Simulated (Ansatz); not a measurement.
A 2-atom cell of GaN started from a crystallographic database was relaxed with 5 functionals in the PAW code Ansatz, cell and atoms free, the symmetry of the start kept (meshes: PBE 10×10×10, r2SCAN 10×10×10, PBEsol 10×10×10, LDA 10×10×10, HSE06 6×6×6). Calculated for a static, non-magnetic cell.

The LDA result:
```cif
data_structure
_symmetry_space_group_name_H-M 'P 1'
_symmetry_Int_Tables_number 1
_cell_length_a 2.9564
_cell_length_b 2.9564
_cell_length_c 2.9564
_cell_angle_alpha 60.000
_cell_angle_beta 60.000
_cell_angle_gamma 60.000
_cell_volume 18.27
loop_
_atom_site_label
_atom_site_type_symbol
_atom_site_fract_x
_atom_site_fract_y
_atom_site_fract_z
_atom_site_occupancy
Ga1 Ga 0.50000 0.50000 0.50000 1
N1 N 0.00000 0.00000 0.00000 1
```

The symmetry is Fm-3m (No. 225, cubic); a = 4.181 Å in the conventional setting, 9.14 Å³ an atom. Ga has 6 N at 2.09 Å; N has 6 Ga at 2.09 Å.

(1) What lattice does PBEsol give?

(2) What lattice does PBE give?

(3) Held at the r2SCAN cell, what mean stress does LDA find, and does its sign point to its own minimum?

Results:

(1) a = 4.219 Å; the volume differs by +2.8 % from LDA's. Around Ga lie 6 N at 2.11 Å; around N lie 6 Ga at 2.11 Å.

(2) a = 4.268 Å; the volume differs by +6.4 % from LDA's. Around Ga lie 6 N at 2.13 Å; around N lie 6 Ga at 2.13 Å.

(3) Yes. LDA -6.06 GPa, and its relaxed volume is -2.5 % from r2SCAN's. Compression counts positive, so a positive stress asks for a larger cell.
